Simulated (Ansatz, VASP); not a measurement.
Two plane-wave programs on Rb3HBr4

```xyz
8
Lattice="6.8201 0.0000 0.0000 0.0000 6.8201 0.0000 0.0000 0.0000 6.8201" Properties=species:S:1:pos:R:3 pbc="T T T"
Rb    0.0000    3.4100    3.4100
Rb    3.4100    0.0000    3.4100
Rb    3.4100    3.4100    0.0000
H     0.0000    0.0000    0.0000
Br    3.4100    0.0000    0.0000
Br    3.4100    3.4100    3.4100
Br    0.0000    0.0000    3.4100
Br    0.0000    3.4100    0.0000
```

Change from the starting cell: species swapped into the Mg3MnO4 type (Pm-3m, No. 221).

Alike in both runs: task relaxation of cell and atoms; functional PBE; k mesh 6 × 6 × 6; occupations gaussian, width 0.1 eV; no spin polarisation.

```csv
,VASP,Ansatz
version,VASP 6.6.1,Ansatz 0.2.0
potentials or method,"VASP PAW PBE potentials, release 64 (Rb_sv, H, Br)","scalar-relativistic, plane waves, PAW"
plane-wave cutoff (eV),600,420
valence electrons in the cell,56,56
```

Ansatz gave:

- gap on the k mesh at the Fermi level, each at its own relaxed structure (eV): none
- relaxed volume (Å³/atom): 39.65
- relaxed cell length with the largest relative difference (Å): 6.820

**Question.** Which values does VASP return?

**Answer.** gap on the k mesh at the Fermi level, each at its own relaxed structure (eV): none; relaxed volume (Å³/atom): 39.72; relaxed cell length with the largest relative difference (Å): 6.824.

A gap of «none» marks a metal or a gap that the smearing closes.
